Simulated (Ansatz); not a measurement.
A crystal relaxed with r2SCAN in Ansatz 0.2.0 has space group Fm-3m (No. 225) and a = 5.454 Å.

```
atom  site       x       y       z
  Cd    4a  0.0000  0.0000  0.0000
  Xx    4b  0.5000  0.0000  0.0000
```

r2SCAN gives an indirect gap of 0.75 eV, from L to X; the least direct gap is 2.39 eV at Γ. With HSE06 the valence top lies at L and the conduction bottom at X, 1.24 eV higher; the smallest vertical gap, at Γ, is 2.78 eV. With PBE the valence top lies at L and the conduction bottom at X, 0.26 eV higher; the smallest vertical gap, at Γ, is 1.75 eV. Meshes: r2SCAN 8×8×8, HSE06 6×6×6, PBE 8×8×8. r2SCAN's ε∞ is 7.8 in all directions.

Question: Which element is Xx?
A. Se
B. S
C. O
D. Te

Answer: B. Xx is S: CdS (rocksalt). Cd has 6 S at 2.73 Å; S has 6 Cd at 2.73 Å.

Spin-unpolarised throughout. Whether this structure exists isn't addressed.

Spin-orbit coupling is left out.

The meshes of the hybrids are coarse, so their gaps aren't converged to the digits shown.
